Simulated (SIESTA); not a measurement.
SiC (Moissanite) in SIESTA: the effect of functional

The system is SiC (Moissanite).

```
Si C
1.0
     3.07600    0.00000    0.00000
    -1.53800    2.66389    0.00000
     0.00000    0.00000    5.04800
Si C
2 2
Direct
  0.66667 0.33333 0.50000
  0.33333 0.66667 0.00000
  0.66667 0.33333 0.88500
  0.33333 0.66667 0.38500
```

Alike in all runs:

```yaml
Program: SIESTA 5.4.2
Task: single point
Potentials_or_basis: PseudoDojo 0.4 standard (PBE files)
Basis: DZP (energy shift 0.003 Ry)
Grid_cutoff: 500 Ry
Energy_shift: 0.003 Ry
k_mesh: 10 × 10 × 5
Occupations: fermi-dirac, width 0.05 eV
Spin: no spin polarisation
```

```tsv
functional	gap on the mesh (eV)	pressure (GPa)
vdW-DF	2.75	10.6
vdW-DF2	2.93	16.0
optB88-vdW	2.58	8.3
vdW-DF-C09	2.36	5.3
vdW-DF-cx	2.38	5.5
VV10	?	?
```

What does the run with functional VV10 give?

gap on the mesh 2.56 eV; pressure 10.8 GPa.

Caveats: the potentials were made for another functional, which shifts forces and pressure; an odd mesh through Γ misses points on the zone boundary, where band edges often lie; the basis of atomic orbitals isn't converged, which shifts pressures, moduli and gaps; the non-local part is tabulated coarsely and may be off by about a percent (some runs).

Runs at the PBE level aren't shown here.
